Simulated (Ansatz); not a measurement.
# V_O in CaO (Fm-3m): charge-transition levels and formation energies

Charge states of V_O in CaO (Fm-3m), set against the band edges. Model: a cell of 36 host atoms with 1 O taken out.

Method: place-levels on r2SCAN runs: charge-transition levels and formation energies with image-charge correction and potential alignment at the atomic sites; PAW set soft_1, in Ansatz 0.2.0.

**1. The structure**

The cell holds 35 atoms: 18 Ca and 17 O. Its edges and angles: a = 6.782 Å, b = 10.173 Å, c = 10.173 Å, α = 60.0°, β = 60.0°, γ = 60.0°. It derives from CaO (space group Fm-3m). Nearest the centre at fractional (0.250, 0.500, 0.500): Ca16 at 2.40 Å, Ca32 at 2.40 Å, Ca28 at 2.40 Å, Ca10 at 2.40 Å, Ca14 at 2.40 Å, Ca26 at 2.40 Å, O27 at 3.39 Å, O8 at 3.39 Å.

Structure file:

```xyz
35
Lattice="0.0000 4.7954 4.7954 7.1931 0.0000 7.1931 7.1931 7.1931 0.0000" Properties=species:S:1:pos:R:3 pbc="T T T"
Ca    0.0000    0.0000    0.0000
O     2.3977    2.3977    2.3977
Ca    2.3977    2.3977    0.0000
O     4.7954    4.7954    2.3977
Ca    4.7954    4.7954    0.0000
O     7.1931    7.1931    2.3977
Ca    2.3977    0.0000    2.3977
O     4.7954    2.3977    4.7954
Ca    4.7954    2.3977    2.3977
Ca    7.1931    4.7954    2.3977
O     9.5908    7.1931    4.7954
Ca    4.7954    0.0000    4.7954
O     7.1931    2.3977    7.1931
Ca    7.1931    2.3977    4.7954
O     9.5908    4.7954    7.1931
Ca    9.5908    4.7954    4.7954
O    11.9885    7.1931    7.1931
Ca    0.0000    2.3977    2.3977
O     2.3977    4.7954    4.7954
Ca    2.3977    4.7954    2.3977
O     4.7954    7.1931    4.7954
Ca    4.7954    7.1931    2.3977
O     7.1931    9.5908    4.7954
Ca    2.3977    2.3977    4.7954
O     4.7954    4.7954    7.1931
Ca    4.7954    4.7954    4.7954
O     7.1931    7.1931    7.1931
Ca    7.1931    7.1931    4.7954
O     9.5908    9.5908    7.1931
Ca    4.7954    2.3977    7.1931
O     7.1931    4.7954    9.5908
Ca    7.1931    4.7954    7.1931
O     9.5908    7.1931    9.5908
Ca    9.5908    7.1931    7.1931
O    11.9885    9.5908    9.5908
```

Known beforehand: the electronic dielectric constant, 3.85, and the static one, 16.67, computed on the host (DFPT, PBEsol, on the r2SCAN cell), and a cell off the functional's own equilibrium shifts the ionic part.

The cell's shortest repeat is 6.8 Å.

**2. What was run first**

Levels follow from differences of total energies between charge states, each relaxed by itself.

Each atom starts 0.05 Å or so off its site in a random direction: a symmetric start keeps its symmetry, and would miss off-centre moves and Jahn–Teller distortions. Forces are taken at one point at (¼, ¼, ¼). The cell holds 1 electron more than the neutral one, with a uniform background that keeps it neutral on the whole. The electron count is odd, so at least one spin is unpaired; this run locks the moment at 1 μB.

The sampling was tested on the host first: at the k-points planned (1x1x1 shifted 0.25 0.25 0.25) its energy lies 0.001 eV an atom from the dense-mesh value, under the bound of 0.02 eV set for this test; that bounds the host's error, not the defect's.

One of the inputs; charge, spin and start change from state to state.

File qm1_M1.relax/input.yaml:

```yaml
crystal:
  lattice:
    - [0.0, 2.39769239, 2.39769239]
    - [2.39769239, 0.0, 2.39769239]
    - [2.39769239, 2.39769239, 0.0]
  atoms:
    - { symbol: Ca, position: [0.0, 0.0, 0.0] }
    - { symbol: O, position: [0.5, 0.5, 0.5] }
  supercell: [2, 3, 3]
  defects: [{ vacancy: 9 }]
total_charge: -1
basis:
  ecutwfc: 500
  xc_grid: 2
hamiltonian:
  xc: r2scan
  pseudopotentials: { kind: paw, azcp: { folder: soft_1 } }
kpoints:
  mp_grid: { grid: [1, 1, 1], shift: [0.25, 0.25, 0.25] }
magnetization:
  spin_polarized: true
  initial_magnetization: 1
  spin_locking: { lock_magnetization: hard }
scf:
  occupations: { method: fixed }
  max_iter: 60
output:
  forces: true
  charged_corrections: { epsilon: 3.85, static_epsilon: 16.67 }
relax:
  f_tol: 0.02
  max_steps: 80
  random_displacement: { amplitude: 0.05, seed: 8150 }
checkpoint:
  write: "../qm1_M1.relax.run"
  compress: false
  write_wavefunctions: true
  write_every: 100000
```

Run with:

```
> ansatz run input.yaml --threads 4 --pin off --max-ram 7536MiB --backend cpu --events-out ev --progress --plain --runs-dir out
```

Defect states can disperse in a cell of this size, so the energy is taken again at a 2×2×2 shifted mesh, on the relaxed structure.

The run of this state that the levels use, under r2SCAN:

File qm1_M1.point/input.yaml:

```yaml
crystal:
  checkpoint: "../qm1_M1.relax.run"
  host: checkpoint
total_charge: -1
basis:
  ecutwfc: 500
  xc_grid: 2
hamiltonian:
  xc: r2scan
  pseudopotentials: { kind: paw, azcp: { folder: soft_1 } }
kpoints:
  mp_grid: { grid: [2, 2, 2], shift: [0.5, 0.5, 0.5] }
magnetization:
  spin_polarized: true
  initial_magnetization: 1
  spin_locking: { lock_magnetization: hard }
scf:
  occupations: { method: fermi_dirac, width: 0.01 }
  max_iter: 60
output:
  forces: true
  eigenvalues: true
  charged_corrections:
    epsilon: 3.85
    static_epsilon: 16.67
    defect_position: [0.25, 0.5, 0.5]
  eigenstates: { localisation: true }
  populations: true
  efg: {}
  band_densities: [{ bands: [v1, v1] }, { bands: [c1, c1] }]
  write_density: true
  write_potential: true
  volumetric_format: npy
checkpoint:
  read: "../qm1_M1.relax.run"
  write: "../qm1_M1.point.run"
  compress: false
  write_wavefunctions: false
  write_every: 100000
```

Relaxations under r2SCAN at one point at (¼, ¼, ¼); times on 4 threads of Arm Neoverse V1, shared host:

| charge | moment (μB) | occupations | outcome | steps | largest displacement against the far atoms (Å) | time |
| --- | --- | --- | --- | --- | --- | --- |
| −1 | 1 | fixed | converged | 5 | 0.05 | 1.8 min |
| 0 | 0 | fixed | converged | 5 | 0.06 | 43 s |
| +1 | 1 | fixed | converged | 5 | 0.12 | 95 s |
| +2 | 0 | fixed | converged | 4 | 0.20 | 39 s |

Single points under r2SCAN at a 2×2×2 shifted mesh; times on 4 threads of Arm Neoverse V1, shared host:

| charge | moment (μB) | occupations | outcome | time |
| --- | --- | --- | --- | --- |
| −1 | 1 | fermi-dirac | converged | 2.4 min |
| 0 | 0 | fermi-dirac | converged | 42 s |
| +1 | 1 | fermi-dirac | converged | 94 s |
| +2 | 0 | fermi-dirac | converged | 41 s |

Distances (Å) from the ideal centre to the nearest atoms after relaxation with r2SCAN:

| charge | moment (μB) | 1. | 2. | 3. | 4. | 5. | 6. |
| --- | --- | --- | --- | --- | --- | --- | --- |
| −1 | 1 | Ca 2.45 | Ca 2.45 | Ca 2.45 | Ca 2.45 | Ca 2.45 | Ca 2.46 |
| 0 | 0 | Ca 2.44 | Ca 2.45 | Ca 2.45 | Ca 2.45 | Ca 2.45 | Ca 2.46 |
| +1 | 1 | Ca 2.49 | Ca 2.50 | Ca 2.50 | Ca 2.50 | Ca 2.51 | Ca 2.52 |
| +2 | 0 | Ca 2.56 | Ca 2.56 | Ca 2.57 | Ca 2.57 | Ca 2.60 | Ca 2.60 |

**3. Levels against the band edges, r2SCAN**

A charged cell interacts with its images and the background, and its potential has another zero than the host's. place-levels removes the first by a point-charge model, screened by the static dielectric constant since the ions have relaxed around the charge, and the second by comparing potentials at atoms far from the defect.

The host is a run of the defect-free crystal in the same cutoffs, grids and k-points, so that basis and sampling errors cancel in part in the differences. The host is run in a cell of 2 atoms on a matching mesh. Its band edges are searched through the zone by a band path, so the gap is smaller than, or equal to, that on the mesh. Chemical potentials are energies per atom of O (O2 molecule), run with the same functional and cutoff.

File levels.point.yaml:

```yaml
host:
  run: host.point.run
states: [qm1_M1.point.run, q0.point.run, qp1_M1.point.run, qp2.point.run]
geometry_from:
  qm1_M1.point.run: qm1_M1.relax.run
  q0.point.run: q0.relax.run
  qp1_M1.point.run: qp1_M1.relax.run
  qp2.point.run: qp2.relax.run
chemical_potentials:
  O:
    energy: -565.989614
    dataset: <sha256 of the dataset>
epsilon: 3.85
static_epsilon: 16.67
vertical:
  - { from: qm1_M1.point.run, to: qm1_M1.point_neutral.run }
  - { from: qp1_M1.point.run, to: qp1_M1.point_neutral.run }
  - { from: qp2.point.run, to: qp2.point_neutral.run }
```

Run with:

```
> ansatz place-levels levels.point.yaml -- --threads 4 --pin off --max-ram 7536MiB
```

Numbers of over 12 decimals in the logs are rounded to 6 here.

Output:

```text
[... repeated set-up lines and file paths are left out, and long positions are rounded to six places ...]
(+2/+1) 1.464 eV above the valence edge, 2.734 eV under the conduction edge
(+1/0) 3.249 eV above the valence edge, 0.949 eV under the conduction edge
(0/-1) 4.212 eV above the valence edge (+4.692 eV without the band-filling correction), in the conduction band
formation energy of charge +2: +2.604 eV with the Fermi level at the valence edge
formation energy of charge +1: +4.068 eV with the Fermi level at the valence edge
formation energy of charge 0: +7.317 eV with the Fermi level at the valence edge
formation energy of charge -1: +11.530 eV with the Fermi level at the valence edge
vertical -1 to 0: no energy, since no alignment is typed
  the change from vertical[0].from (qm1_M1.point.run) to vertical[0].to (qm1_M1.point_neutral.run): by its potential at epsilon 3.85 it is spread over the cell along a vector, with an rms radius of about 6.3 Å (2.7 4.0 4.0 Å across the planes of the cell's [...]
vertical +1 to 0: no energy, since no alignment is typed
  the change from vertical[1].from (qp1_M1.point.run) to vertical[1].to (qp1_M1.point_neutral.run): by its potential at epsilon 3.85 it stands at 0.250 0.500 0.501, with an rms radius of about 1.1 Å (0.6 0.6 0.6 Å across the planes of the cell's vectors); [...]
vertical +2 to 0: no energy, since no alignment is typed
  the change from vertical[2].from (qp2.point.run) to vertical[2].to (qp2.point_neutral.run): by its potential at epsilon 3.85 it stands at 0.250 0.499 0.501, with an rms radius of about 1.0 Å (0.5 0.6 0.6 Å across the planes of the cell's vectors); [...]
  edges by r2scan, gap 4.198 eV; the host is sampled to repeats of 17.94 Å
  the defect's cells are sampled to repeats of 17.94 Å, like sampling
  charge +2: -42539.9746 eV with its correction of +0.458 eV, at epsilon 16.67, aligned at sites: -0.0768 eV, mean over 29 atomic sites at or beyond 3.39 Å from the defect at [0.2500, 0.5000, 0.5000], with +0.000000 for the charge's moments and without [...]
  charge +1: -42531.0748 eV with its correction of +0.033 eV, at epsilon 16.67, aligned at sites: -0.1199 eV, mean over 29 atomic sites at or beyond 3.39 Å from the defect at [0.2500, 0.5000, 0.5000], with +0.000000 for the charge's moments and without [...]
  charge 0: +0.000 eV for its dipole among its images, +0.000 omitted
  charge -1: -42508.2615 eV with its correction of +0.270 eV, at epsilon 16.67, aligned at sites: -0.1175 eV, mean over 29 atomic sites at or beyond 3.39 Å from the defect at [0.2500, 0.5000, 0.5000], with +0.000000 for the charge's moments and without [...]
  states[0] (qm1_M1.point.run): levels filled in part (TS 0.002 eV): its energy is of no whole electron's
  of states[3] (qp2.point.run): its alignment with the host at atomic sites is doubtful: the mean over the far sites moves by +0.1993 eV from their farther parts to their nearer, more than 0.05 eV. [...]
  of states[2] (qp1_M1.point.run): its alignment with the host at atomic sites is doubtful: the mean over the far sites moves by +0.1105 eV from their farther parts to their nearer, more than 0.05 eV. [...]
  of states[0] (qm1_M1.point.run): it parts from the run at its places by a charge that spreads by about 2.7 Å along one vector (1 Å or more is wide), by its potential at epsilon 3.85, taken for that of held ions (one typed too small widens it), where the [...]
  vertical[0].from (qm1_M1.point.run): levels filled in part (TS 0.002 eV): its energy is of no whole electron's
  of vertical[0].from (qm1_M1.point.run): its displacements don't fall off away from the defect: farther atoms stand 0.014 Å off the host's places. [...]
  of vertical[0].to (qm1_M1.point_neutral.run): its displacements don't fall off away from the defect: farther atoms stand 0.014 Å off the host's places. [...]
  of vertical[1].from (qp1_M1.point.run): its displacements don't fall off away from the defect: farther atoms stand 0.015 Å off the host's places. [...]
  of vertical[1].to (qp1_M1.point_neutral.run): its displacements don't fall off away from the defect: farther atoms stand 0.015 Å off the host's places. [...]
  of vertical[2].from (qp2.point.run): its displacements don't fall off away from the defect: farther atoms stand 0.025 Å off the host's places. [...]
  of vertical[2].to (qp2.point_neutral.run): its displacements don't fall off away from the defect: farther atoms stand 0.025 Å off the host's places. [...]
```

The job ended after 0.4 s (4 threads of Arm Neoverse V1, shared host).

Levels between the charges placed, in eV above the valence top:

|  | gap (eV) | (+2/+1) | (+1/0) | (0/−1) |
| --- | --- | --- | --- | --- |
| r2SCAN | 4.20 | 1.46 | 3.25 | 4.21 |

Corrections by state:

| charge | moment (μB) | image terms and alignment (eV) | band filling (eV) | ε used | over the lowest of its charge, as the program ranks them, band filling apart (eV) |
| --- | --- | --- | --- | --- | --- |
| +2 | 0.0 | 0.458 | - | 16.67 | 0.000 |
| +1 | 1.0 | 0.033 | - | 16.67 | 0.000 |
| 0 | 0.0 | 0.000 | - | - | 0.000 |
| −1 | 1.0 | 0.270 | -0.479 | 16.67 | 0.000 |

The charged structures listed were also run neutral, and place-levels reads from each pair, by the potential or the spins, how wide the charge is by which they differ; that can be the carrier of either run.

| charge | rms radius (Å) | spread where it is widest against the cell (Å) | wide from (Å) | reading |
| --- | --- | --- | --- | --- |
| +2 | 1.0 | 0.47 | 0.96 | narrow |
| +1 | 1.1 | 0.56 | 0.96 | narrow |
| −1 | 6.3 | 2.67 | 0.96 | wide |

The neutral runs of these pairs need not share the spin of the lowest neutral state, and very wide values only mean spread over the cell.

From the program's caveats on the states, each cut to its opening words:

- charge +2: its alignment with the host at atomic sites is doubtful: the mean over the far sites moves by +0.1993 eV from their farther parts to their nearer, more than [...]
- charge +2: its displacements don't fall off away from the defect: farther atoms stand 0.025 Å off the host's places
- charge +1 (1 μB): its alignment with the host at atomic sites is doubtful: the mean over the far sites moves by +0.1105 eV from their farther parts to their nearer, more than [...]
- charge +1 (1 μB): its displacements don't fall off away from the defect: farther atoms stand 0.015 Å off the host's places
- charge +1 (1 μB), −1 (1 μB): flagged: stability check not made
- charge −1 (1 μB): it parts from the run at its places by a charge that spreads by about 2.7 Å along one vector (1 Å or more is wide), by its potential at epsilon 3.85, taken for [...]
- charge −1 (1 μB): a band-filling correction moves a carrier to the host's band edge, which changes its energy by -0.479 eV
- charge −1 (1 μB): its displacements don't fall off away from the defect: farther atoms stand 0.014 Å off the host's places
- charge −1 (1 μB): its moments are held at its close (magnetization.spin_locking), by a field of 0.115 eV a Bohr magneton, and its energy and levels are of the state that this [...]

The host's formation energy from the elements is -3.217 eV per atom; it sets how far the chemical potentials can move.

Limit set by the element alone; other compounds of these elements are not counted. Chemical potentials from the elements' reference states: Ca 0.00 eV, O -6.43 eV. Formation energies (Ca-rich), with the Fermi level at the valence top and at the conduction bottom (gap 4.20 eV):

| charge | at valence top (eV) | at conduction bottom (eV) | correction included (eV) |
| --- | --- | --- | --- |
| +2 | -3.83 | 4.57 | 0.46 |
| +1 | -2.37 | 1.83 | 0.03 |
| 0 | 0.88 | 0.88 | 0.00 |
| −1 | 5.10 | 0.90 | -0.21 |

Fermi level (eV), lowest formation energy (eV) and a bar from the least value:
```
     0.00      -3.83 
     0.38      -3.07 #####
     0.76      -2.30 ##########
     1.14      -1.54 ###############
     1.53      -0.84 ###################
     1.91      -0.46 #####################
     2.29      -0.07 ########################
     2.67       0.31 ##########################
     3.05       0.69 #############################
     3.44       0.88 ##############################
     3.82       0.88 ##############################
     4.20       0.88 ##############################
```

Limit set by the element alone; other compounds of these elements are not counted. Chemical potentials from the elements' reference states: O 0.00 eV, Ca -6.43 eV. Formation energies (O-rich), with the Fermi level at the valence top and at the conduction bottom (gap 4.20 eV):

| charge | at valence top (eV) | at conduction bottom (eV) | correction included (eV) |
| --- | --- | --- | --- |
| +2 | 2.60 | 11.00 | 0.46 |
| +1 | 4.07 | 8.27 | 0.03 |
| 0 | 7.32 | 7.32 | 0.00 |
| −1 | 11.53 | 7.33 | -0.21 |

(Fermi level (eV), lowest formation energy (eV)): (0.00, 2.60), (0.38, 3.37), (0.76, 4.13), (1.14, 4.89), (1.53, 5.59), (1.91, 5.97), (2.29, 6.36), (2.67, 6.74), (3.05, 7.12), (3.44, 7.32), (3.82, 7.32), (4.20, 7.32)

**4. The same at the relaxations' own k-points**

The relaxations' own energies give the levels at their sampling, for comparison.

File levels.relax_mesh.yaml:

```yaml
host:
  run: host.relax.run
states: [qm1_M1.relax.run, q0.relax.run, qp1_M1.relax.run, qp2.relax.run]
chemical_potentials:
  O:
    energy: -565.989614
    dataset: <sha256 of the dataset>
```

Run with:

```
> ansatz place-levels levels.relax_mesh.yaml -- --threads 4 --pin off --max-ram 7536MiB
```

Output:

```text
(+2/+1) 1.419 eV above the valence edge, 2.777 eV under the conduction edge
(+1/0) 3.187 eV above the valence edge, 1.009 eV under the conduction edge
[...]
formation energy of charge +2: +2.619 eV with the Fermi level at the valence edge
formation energy of charge +1: +4.038 eV with the Fermi level at the valence edge
formation energy of charge 0: +7.225 eV with the Fermi level at the valence edge
formation energy of charge -1: +11.485 eV with the Fermi level at the valence edge
  edges by r2scan, gap 4.196 eV; the host is sampled to repeats of 8.97 Å
[... the lines on each state left out ...]
```

Run time: 0.13 s. Hardware: 4 threads.

Levels between neighbouring charges, in eV above the valence top:

|  | gap (eV) | (+2/+1) | (+1/0) | (0/−1) |
| --- | --- | --- | --- | --- |
| one point at (¼, ¼, ¼) | 4.20 | 1.42 | 3.19 | 4.26 |
| a 2×2×2 shifted mesh | 4.20 | 1.46 | 3.25 | 4.21 |

Going from one point at (¼, ¼, ¼) to a 2×2×2 shifted mesh moves the levels that carry no band-filling term by up to 0.06 eV and formation energies against the elements by up to 0.09 eV; band-filling terms, which differ between samplings, are in these energies.

**5. Summary of results**

| Property | Result |
| --- | --- |
| gap of the host | 4.20 eV (r2SCAN) |
| level (plus 2/plus 1) | 1.46 eV above the valence top |
| level (plus 1/0) | 3.25 eV above the valence top |
| level (0/minus 1) | 4.21 eV above the valence top, past the conduction bottom (4.69 eV above the valence top without the band-filling term) |
| lowest of the charges placed, just above the valence top (0.02 eV) | +2 |
| lowest of the charges placed, just below the conduction bottom (0.02 eV) | 0 |
| lowest formation energy at mid-gap of the charges run, Ca-rich | -0.27 eV |
| lowest formation energy at mid-gap of the charges run, O-rich | 6.17 eV |

Of the charges placed (−1, 0, +1 and +2), the lowest changes at 1.46 eV (+2/+1) and 3.25 eV (+1/0) above the valence top, in a gap of 4.20 eV. Charges above +2 were not placed, so these runs say nothing of levels that involve them. States placed: +2 at 0 μB; +1 at 1 μB; 0 at 0 μB; −1 at 1 μB. Other spin states or structures, where not listed, weren't placed. The program finds carriers beyond a band edge of the host and adds a band-filling term at charge −1 (-0.48 eV); steps to such a charge show no bound level, and a defect level inside a band would be read the same way. Going from one point at (¼, ¼, ¼) to a 2×2×2 shifted mesh moves the levels that carry no band-filling term by up to 0.06 eV and formation energies against the elements by up to 0.09 eV; band-filling terms, which differ between samplings, are in these energies. The program doubts the alignment of potentials for at least one state, a sign that the cell is small. What this leaves open: the images are only 6.8 Å apart; r2SCAN makes the gap too small and tends to spread out bound carriers; where a gas molecule sets a chemical potential or the host's formation energy, its binding is uncorrected; force components of up to 0.17 eV/Å remain in a run at the final settings.

[Logs are printed without paths, hosts, clocks, repeated set-up lines and the standing remarks that a program may print on its own settings, such as how far it seeks lower states.]

[Hosts, paths, dates, database ids (printed as entryN), source tags and the programs' standing remarks are cut or masked in the printed files.]

[Where a table of states has a column of steps, it counts the stored structures, which are thinned; the runs took as many ionic steps or more.]

[A defect's name tells the site on which it was built; relaxed atoms can leave that site.]

[For some hosts the program warned that the k-mesh of the response run may be too coarse for force constants and the static dielectric constant; such warnings are not shown here.]
